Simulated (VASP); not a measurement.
# A point defect in a supercell of SrCl2, part 2 of 7

How easily does a point defect form in SrCl2? The host is relaxed first, then a supercell is run with and without the defect. The start is a cell from a database of measured crystal structures.

VASP 6.6.1, plane waves and PAW; the level of theory is named at each step.

So far. Step 2 (Relaxing the host crystal): The run ended after 3 ionic steps, 0.009 eV below its first step, once forces and stress met EDIFFG = -0.02. The relaxed cell has a = 7.049 Å (conventional setting).

### 3. The host's dielectric tensor, for the charge correction

Level of this step: PBE; plane waves and PAW (Sr_sv, Cl) (VASP).

Charged cells interact with their images through the host's screening, so the correction needs its dielectric constant.

Contents of INCAR:

```
SYSTEM = SrCl2
PREC = Accurate
ENCUT = 300
EDIFF = 1E-08
NELM = 120
ISMEAR = 0
SIGMA = 0.05
LREAL = .FALSE.
ALGO = Normal
GGA = PE
NBANDS = 18
LWAVE = .FALSE.
LCHARG = .FALSE.
KPAR = 4
LEPSILON = .TRUE.
IBRION = 8
NSW = 1
```

Contents of POSCAR:

```
SrCl2
1.0
    0.0000000000      3.5243395519      3.5243395519
    3.5243395519      0.0000000000      3.5243395519
    3.5243395519      3.5243395519      0.0000000000
Sr Cl
1 2
Direct
    0.0000000000      0.0000000000      0.0000000000
    0.7500000000      0.7500000000      0.7500000000
    0.2500000000      0.2500000000      0.2500000000
```

Contents of KPOINTS:

```
Automatic mesh
0
Gamma
6 6 6
0 0 0
```

PAW data sets: Sr_sv and Cl (PBE family, release 64).

Launch:

```sh
$ mpirun -np 4 vasp_std
```

What it wrote:

```text
[... set-up lines as in an earlier step ...]
 entering main loop
       N       E                     dE             d eps       ncg     rms          rms(c)
DAV:   1     0.105433596603E+03    0.10543E+03   -0.86879E+03   584   0.779E+02
DAV:   2    -0.679609051902E+01   -0.11223E+03   -0.10930E+03   746   0.190E+02
DAV:   3    -0.129049838562E+02   -0.61089E+01   -0.60958E+01   792   0.456E+01
DAV:   4    -0.130768406349E+02   -0.17186E+00   -0.17175E+00   982   0.665E+00
DAV:   5    -0.130785291760E+02   -0.16885E-02   -0.16880E-02   832   0.583E-01    0.122E+01
DAV:   6    -0.127704382666E+02    0.30809E+00   -0.68836E-01   674   0.454E+00    0.793E+00
DAV:   7    -0.127785706682E+02   -0.81324E-02   -0.37791E-01   792   0.358E+00    0.212E+00
DAV:   8    -0.127857171939E+02   -0.71465E-02   -0.56751E-02   710   0.127E+00    0.342E-01
DAV:   9    -0.127871267403E+02   -0.14095E-02   -0.22955E-03   838   0.275E-01    0.119E-01
DAV:  10    -0.127883329961E+02   -0.12063E-02   -0.87591E-04   652   0.167E-01    0.295E-02
DAV:  11    -0.127884497586E+02   -0.11676E-03   -0.91601E-05   762   0.517E-02    0.401E-02
DAV:  12    -0.127884644016E+02   -0.14643E-04   -0.12392E-05   694   0.179E-02    0.679E-03
DAV:  13    -0.127884679506E+02   -0.35490E-05   -0.50511E-06   748   0.113E-02    0.349E-03
DAV:  14    -0.127884678197E+02    0.13090E-06   -0.60918E-07   700   0.445E-03    0.207E-03
DAV:  15    -0.127884678798E+02   -0.60164E-07   -0.24821E-08   758   0.950E-04    0.108E-03
DAV:  16    -0.127884679060E+02   -0.26161E-07   -0.28610E-09   564   0.394E-04    0.198E-04
DAV:  17    -0.127884679205E+02   -0.14482E-07   -0.64240E-10   456   0.177E-04    0.142E-04
DAV:  18    -0.127884679194E+02    0.10632E-08   -0.15447E-10   408   0.734E-05
   1 F= -.12788468E+02 E0= -.12788468E+02  d E =-.168036E-18
 Linear response reoptimize wavefunctions to high precision
DAV:   1    -0.127884679195E+02   -0.54797E-10   -0.29703E-11   418   0.314E-05
 Linear response G [H, r] |phi>, progress :
  Direction:   1
       N       E                     dE             d eps       ncg     rms
RMM:   1    -0.885729776849E+02   -0.88573E+02    0.44012E+02  1186   0.108E+02
RMM:   2    -0.848717468293E+02    0.37012E+01   -0.11530E+01  1110   0.200E+01
RMM:   3    -0.853198017223E+02   -0.44805E+00   -0.25040E+00  1270   0.625E+00
RMM:   4    -0.854062819299E+02   -0.86480E-01   -0.48494E-01  1310   0.251E+00
RMM:   5    -0.854243118922E+02   -0.18030E-01   -0.94906E-02  1341   0.106E+00
RMM:   6    -0.854272352922E+02   -0.29234E-02   -0.18974E-02  1330   0.417E-01
RMM:   7    -0.854286202770E+02   -0.13850E-02   -0.20720E-02  1401   0.193E-01
RMM:   8    -0.854283421387E+02    0.27814E-03    0.81345E-03  1391   0.885E-02
RMM:   9    -0.854280324863E+02    0.30965E-03    0.93122E-03  1381   0.407E-02
RMM:  10    -0.854283791213E+02   -0.34664E-03    0.14815E-03  1366   0.209E-02
RMM:  11    -0.854283402468E+02    0.38875E-04   -0.20181E-03  1337   0.104E-02
RMM:  12    -0.854283523680E+02   -0.12121E-04    0.17759E-04  1313   0.613E-03
RMM:  13    -0.854283495002E+02    0.28678E-05    0.10824E-03  1314   0.394E-03
RMM:  14    -0.854283577278E+02   -0.82276E-05    0.89591E-04  1270   0.290E-03
RMM:  15    -0.854283567929E+02    0.93491E-06    0.88046E-04  1250   0.244E-03
RMM:  16    -0.854283583120E+02   -0.15191E-05    0.90397E-04  1205   0.218E-03
RMM:  17    -0.854283582724E+02    0.39560E-07    0.81678E-04  1145   0.207E-03
RMM:  18    -0.854283585061E+02   -0.23369E-06    0.84947E-04  1103   0.201E-03
RMM:  19    -0.854283583717E+02    0.13445E-06    0.82179E-04  1062   0.198E-03
RMM:  20    -0.854283582239E+02    0.14777E-06    0.83375E-04  1041   0.197E-03
 Linear response G [H, r] |phi>, progress :
  Direction:   2
       N       E                     dE             d eps       ncg     rms
RMM:   1    -0.869212087660E+02   -0.86921E+02    0.44874E+02  1197   0.107E+02
RMM:   2    -0.826020355897E+02    0.43192E+01   -0.11771E+01  1116   0.194E+01
RMM:   3    -0.829978811778E+02   -0.39585E+00   -0.26555E+00  1273   0.605E+00
RMM:   4    -0.830733343537E+02   -0.75453E-01   -0.55402E-01  1308   0.246E+00
RMM:   5    -0.830883536005E+02   -0.15019E-01   -0.11621E-01  1338   0.107E+00
RMM:   6    -0.830911752075E+02   -0.28216E-02   -0.27807E-02  1335   0.428E-01
RMM:   7    -0.830911790181E+02   -0.38106E-05   -0.76298E-03  1403   0.204E-01
RMM:   8    -0.830920098655E+02   -0.83085E-03    0.15422E-02  1403   0.981E-02
RMM:   9    -0.830916244227E+02    0.38544E-03    0.11105E-02  1381   0.455E-02
RMM:  10    -0.830920366355E+02   -0.41221E-03   -0.17509E-03  1343   0.226E-02
RMM:  11    -0.830920430047E+02   -0.63692E-05    0.23629E-04  1327   0.116E-02
RMM:  12    -0.830920943679E+02   -0.51363E-04   -0.23355E-03  1308   0.682E-03
RMM:  13    -0.830920643519E+02    0.30016E-04    0.50256E-04  1294   0.435E-03
RMM:  14    -0.830920860327E+02   -0.21681E-04   -0.31803E-04  1266   0.316E-03
RMM:  15    -0.830920816612E+02    0.43715E-05    0.34945E-04  1223   0.250E-03
RMM:  16    -0.830920856470E+02   -0.39859E-05    0.10153E-04  1196   0.217E-03
RMM:  17    -0.830920856135E+02    0.33523E-07    0.15807E-04  1136   0.200E-03
RMM:  18    -0.830920858408E+02   -0.22728E-06    0.18023E-04  1093   0.191E-03
RMM:  19    -0.830920856784E+02    0.16235E-06    0.26672E-04  1058   0.186E-03
RMM:  20    -0.830920855777E+02    0.10070E-06    0.18522E-04  1035   0.183E-03
 Linear response G [H, r] |phi>, progress :
  Direction:   3
       N       E                     dE             d eps       ncg     rms
RMM:   1    -0.842131600153E+02   -0.84213E+02    0.47900E+02  1150   0.106E+02
RMM:   2    -0.846883155508E+02   -0.47516E+00   -0.87886E+00  1049   0.179E+01
RMM:   3    -0.850489857736E+02   -0.36067E+00   -0.18541E+00  1226   0.521E+00
RMM:   4    -0.851086735763E+02   -0.59688E-01   -0.29767E-01  1224   0.201E+00
RMM:   5    -0.851216975296E+02   -0.13024E-01   -0.69057E-02  1291   0.892E-01
RMM:   6    -0.851243924813E+02   -0.26950E-02   -0.19110E-02  1302   0.370E-01
RMM:   7    -0.851252290988E+02   -0.83662E-03   -0.42062E-03  1350   0.188E-01
RMM:   8    -0.851255715650E+02   -0.34247E-03   -0.39511E-04  1288   0.880E-02
RMM:   9    -0.851256396858E+02   -0.68121E-04    0.23546E-05  1280   0.452E-02
RMM:  10    -0.851256616677E+02   -0.21982E-04    0.12519E-03  1246   0.235E-02
RMM:  11    -0.851256663617E+02   -0.46940E-05   -0.57398E-04  1215   0.121E-02
RMM:  12    -0.851256679648E+02   -0.16031E-05    0.23257E-04  1194   0.720E-03
RMM:  13    -0.851256682034E+02   -0.23861E-06   -0.29980E-04  1174   0.464E-03
RMM:  14    -0.851256685274E+02   -0.32401E-06   -0.14278E-04  1163   0.334E-03
[...]
RMM:  15    -0.507060891418E+00   -0.10084E-06   -0.50154E-07  2112   0.198E-04    0.109E-05
RMM:  16    -0.507060894716E+00   -0.32985E-08    0.14258E-07  1929   0.151E-04    0.462E-06
 change of polarisation eV/A/(eV/A) component  1 :     0.908     0.006     0.004
 dielectric tensor                  component  1 :     2.876     0.013     0.008
 Linear response to external field, progress :
  Direction:   2
       N       E                     dE             d eps       ncg     rms          rms(c)
RMM:   1    -0.498215566540E+00   -0.49822E+00   -0.13718E+00  2260   0.370E+00
RMM:   2    -0.521945459869E+00   -0.23730E-01   -0.51138E-02  2239   0.893E-01    0.175E+00
RMM:   3    -0.468360247771E+00    0.53585E-01   -0.12301E-01  1992   0.153E+00    0.899E-01
RMM:   4    -0.483709614898E+00   -0.15349E-01   -0.64132E-02  2111   0.114E+00    0.349E-01
RMM:   5    -0.505080808026E+00   -0.21371E-01   -0.39968E-03  2140   0.392E-01    0.494E-02
RMM:   6    -0.505463064072E+00   -0.38226E-03   -0.10017E-03  2366   0.126E-01    0.324E-02
RMM:   7    -0.506743505801E+00   -0.12804E-02   -0.17580E-04  2273   0.596E-02    0.121E-02
RMM:   8    -0.506984417325E+00   -0.24091E-03   -0.17779E-04  2434   0.246E-02    0.499E-03
RMM:   9    -0.507079566342E+00   -0.95149E-04   -0.63162E-05  2416   0.102E-02    0.240E-03
RMM:  10    -0.507069770657E+00    0.97957E-05   -0.11871E-05  2429   0.559E-03    0.155E-03
RMM:  11    -0.507059759702E+00    0.10011E-04   -0.11409E-05  2448   0.339E-03    0.346E-04
RMM:  12    -0.507058960208E+00    0.79949E-06   -0.18378E-06  2587   0.139E-03    0.354E-04
RMM:  13    -0.507059083911E+00   -0.12370E-06   -0.54219E-06  2496   0.603E-04    0.285E-04
RMM:  14    -0.507059435012E+00   -0.35110E-06   -0.10287E-06  2446   0.386E-04    0.558E-05
RMM:  15    -0.507059573482E+00   -0.13847E-06   -0.13867E-06  2230   0.212E-04    0.502E-05
RMM:  16    -0.507059474043E+00    0.99439E-07   -0.44856E-07  1930   0.155E-04    0.141E-05
RMM:  17    -0.507059349251E+00    0.12479E-06   -0.53836E-07  1716   0.138E-04    0.184E-05
RMM:  18    -0.507059414682E+00   -0.65431E-07   -0.39675E-07  1400   0.130E-04    0.561E-06
 change of polarisation eV/A/(eV/A) component  2 :     0.004     0.908    -0.006
 dielectric tensor                  component  2 :     0.008     2.876    -0.013
 Linear response to external field, progress :
  Direction:   3
       N       E                     dE             d eps       ncg     rms          rms(c)
RMM:   1    -0.498285625204E+00   -0.49829E+00   -0.13725E+00  2259   0.370E+00
RMM:   2    -0.521949010433E+00   -0.23663E-01   -0.51184E-02  2236   0.892E-01    0.175E+00
RMM:   3    -0.468362022695E+00    0.53587E-01   -0.12302E-01  1988   0.153E+00    0.899E-01
RMM:   4    -0.483710361647E+00   -0.15348E-01   -0.64131E-02  2109   0.114E+00    0.349E-01
RMM:   5    -0.505078187800E+00   -0.21368E-01   -0.39940E-03  2139   0.392E-01    0.494E-02
RMM:   6    -0.505462630827E+00   -0.38444E-03   -0.10020E-03  2364   0.126E-01    0.324E-02
RMM:   7    -0.506744434169E+00   -0.12818E-02   -0.18061E-04  2271   0.595E-02    0.121E-02
RMM:   8    -0.506984827975E+00   -0.24039E-03   -0.82436E-05  2437   0.247E-02    0.498E-03
RMM:   9    -0.507079722282E+00   -0.94894E-04   -0.44255E-05  2413   0.103E-02    0.242E-03
RMM:  10    -0.507069742464E+00    0.99798E-05   -0.61791E-06  2437   0.561E-03    0.155E-03
RMM:  11    -0.507059953540E+00    0.97889E-05   -0.58673E-06  2445   0.339E-03    0.348E-04
RMM:  12    -0.507059151951E+00    0.80159E-06   -0.20502E-06  2583   0.140E-03    0.347E-04
RMM:  13    -0.507059300321E+00   -0.14837E-06   -0.14150E-06  2505   0.614E-04    0.276E-04
RMM:  14    -0.507059496696E+00   -0.19637E-06   -0.82696E-07  2459   0.390E-04    0.540E-05
RMM:  15    -0.507059672631E+00   -0.17593E-06   -0.70056E-07  2227   0.218E-04    0.444E-05
RMM:  16    -0.507059621188E+00    0.51442E-07   -0.35895E-07  1926   0.160E-04    0.113E-05
RMM:  17    -0.507059483782E+00    0.13741E-06   -0.34575E-07  1749   0.144E-04    0.182E-05
RMM:  18    -0.507059550597E+00   -0.66816E-07   -0.33786E-07  1447   0.136E-04    0.674E-06
 change of polarisation eV/A/(eV/A) component  3 :     0.002    -0.002     0.908
 dielectric tensor                  component  3 :     0.003    -0.003     2.876
 Linear response DOF=           2
 Linear response progress:
  Degree of freedom:   1/  2
       N       E                     dE             d eps       ncg     rms          rms(c)
RMM:   1    -0.296686854412E+00   -0.29669E+00    0.37955E-01  1758   0.331E+00
RMM:   2    -0.299354774620E+00   -0.26679E-02   -0.29172E-02  1857   0.757E-01    0.225E-01
RMM:   3    -0.300494127049E+00   -0.11394E-02   -0.35972E-03  2222   0.273E-01    0.162E-01
RMM:   4    -0.300779980971E+00   -0.28585E-03   -0.58495E-04  2238   0.126E-01    0.513E-02
RMM:   5    -0.301053998211E+00   -0.27402E-03   -0.77007E-05  2260   0.437E-02    0.174E-02
RMM:   6    -0.301135921610E+00   -0.81923E-04   -0.13121E-05  2371   0.184E-02    0.702E-03
RMM:   7    -0.301123886769E+00    0.12035E-04   -0.31218E-06  2358   0.817E-03    0.149E-03
RMM:   8    -0.301114405909E+00    0.94809E-05   -0.93687E-07  2405   0.396E-03    0.679E-04
RMM:   9    -0.301111256447E+00    0.31495E-05    0.13033E-07  2501   0.151E-03    0.487E-04
RMM:  10    -0.301110246099E+00    0.10103E-05    0.11210E-06  2594   0.747E-04    0.400E-04
RMM:  11    -0.301111308520E+00   -0.10624E-05    0.56243E-07  2551   0.318E-04    0.156E-04
RMM:  12    -0.301110578053E+00    0.73047E-06   -0.42966E-08  2621   0.189E-04    0.818E-05
RMM:  13    -0.301110393673E+00    0.18438E-06    0.15831E-07  2691   0.111E-04    0.439E-05
RMM:  14    -0.301110245176E+00    0.14850E-06    0.68861E-08  2659   0.691E-05    0.173E-05
RMM:  15    -0.301110146066E+00    0.99111E-07    0.28534E-08  2720   0.520E-05    0.685E-06
RMM:  16    -0.301110128750E+00    0.17316E-07    0.12341E-08  2707   0.436E-05    0.270E-06
RMM:  17    -0.301110113128E+00    0.15622E-07    0.22677E-08  2548   0.394E-05    0.802E-07
RMM:  18    -0.301110111028E+00    0.21000E-08    0.41471E-09  2313   0.378E-05    0.344E-07
 first order change of Fermi-energy   0.37294E-02
 force on displaced ion       1 direction 1 :  -2.281   0.000   0.000
 Born effective charge ion    1 direction 1 :   2.500   0.000   0.000
 Linear response progress:
  Degree of freedom:   2/  2
       N       E                     dE             d eps       ncg     rms          rms(c)
RMM:   1    -0.202406052141E+00   -0.20241E+00   -0.10387E-02  3654   0.236E+00
RMM:   2    -0.200124515226E+00    0.22815E-02   -0.52892E-03  2852   0.358E-01    0.151E-01
RMM:   3    -0.200694059579E+00   -0.56954E-03   -0.27070E-04  3102   0.812E-02    0.882E-02
RMM:   4    -0.201375992425E+00   -0.68193E-03   -0.19022E-04  3077   0.590E-02    0.171E-02
RMM:   5    -0.201248321876E+00    0.12767E-03   -0.27479E-05  3401   0.216E-02    0.734E-03
RMM:   6    -0.201265176878E+00   -0.16855E-04   -0.41267E-06  3738   0.841E-03    0.268E-03
RMM:   7    -0.201294337440E+00   -0.29161E-04    0.17971E-06  3665   0.410E-03    0.154E-03
RMM:   8    -0.201290100465E+00    0.42370E-05    0.51076E-06  3756   0.189E-03    0.209E-04
RMM:   9    -0.201291832697E+00   -0.17322E-05   -0.29416E-06  4065   0.769E-04    0.110E-04
RMM:  10    -0.201291569180E+00    0.26352E-06    0.51484E-06  4127   0.349E-04    0.451E-05
RMM:  11    -0.201291430057E+00    0.13912E-06   -0.12110E-06  4163   0.181E-04    0.344E-05
RMM:  12    -0.201291334187E+00    0.95870E-07    0.34066E-07  4189   0.108E-04    0.143E-05
RMM:  13    -0.201291309472E+00    0.24715E-07   -0.57009E-07  4305   0.759E-05    0.126E-05
RMM:  14    -0.201291329975E+00   -0.20503E-07   -0.93739E-08  4203   0.630E-05    0.266E-06
RMM:  15    -0.201291323015E+00    0.69598E-08   -0.10039E-07  4248   0.575E-05    0.179E-06
RMM:  16    -0.201291321591E+00    0.14240E-08   -0.59737E-08  3982   0.550E-05    0.150E-06
 first order change of Fermi-energy  -0.60561E-03
 force on displaced ion       2 direction 1 :  -2.485   0.000   0.000
 Born effective charge ion    2 direction 1 :  -1.240   0.000   0.000
 Born effective charges drift removed
 Linear response finished
```

It took 2 min on 4 MPI ranks of Intel Xeon Platinum 8259CL at 2.50GHz (Skylake/Cascade Lake), shared host; peak memory 1 GiB.

(Part 2 of 7 ends here.)

[Lines on the potential files, build, host, timing and source positions are cut from VASP's logs without a mark.]

[Logs are printed without paths, hosts, clocks, repeated set-up lines and the standing remarks that a program may print on its own settings, such as how far it seeks lower states.]

[Hosts, paths, dates, database ids (printed as entryN), source tags and the programs' standing remarks are cut or masked in the printed files.]

[In band tables of VASP the shares of atoms and orbitals are scaled to a sum of 1 inside the atoms' spheres.]

[Runs that stopped without an error message from VASP are left out.]
